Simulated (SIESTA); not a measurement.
The system is Ru.

```
Ru
1.0
     2.70580    0.00000    0.00000
    -1.35290    2.34329    0.00000
     0.00000    0.00000    4.28190
Ru
2
Direct
  0.66667 0.33333 0.75000
  0.33333 0.66667 0.25000
```

Base run:

| Item | Value |
| --- | --- |
| Program | SIESTA 5.4.2 |
| Functional | PBE |
| Potentials or basis | PseudoDojo 0.4 standard (PBE files) |
| Basis | SZ (energy shift 0.02 Ry) |
| Grid cutoff | 800 Ry |
| Energy shift | 0.02 Ry |
| k mesh | 11 × 11 × 6 |
| Occupations | fermi-dirac, width 0.05 eV |
| Spin | no spin polarisation |

Its results: band gap on the k mesh none (metal or under the smearing width); pressure -19.9 GPa.

Task: After a change of settings the same cell gave: band gap on the k mesh none (metal or under the smearing width); pressure 1.2 GPa. Which change was it?
A. basis from SZ (energy shift 0.02 Ry) to DZ (energy shift 0.01 Ry); energy shift from 0.02 Ry to 0.01 Ry
B. basis from SZ (energy shift 0.02 Ry) to TZ (energy shift 0.002 Ry); energy shift from 0.02 Ry to 0.002 Ry
C. basis from SZ (energy shift 0.02 Ry) to TZDP (energy shift 0.02 Ry)
D. basis from SZ (energy shift 0.02 Ry) to DZDP (energy shift 0.01 Ry); energy shift from 0.02 Ry to 0.01 Ry

Result: C.

Caveats: the basis of atomic orbitals isn't converged, which shifts pressures, moduli and gaps; the basis has no polarisation orbitals (some runs); so large a pressure means that the cell lies far from this level's equilibrium, or that cutoff or potentials fall short (some runs); semicore shells carry a single zeta, which can move pressures by several GPa and volumes by a few percent (some runs).
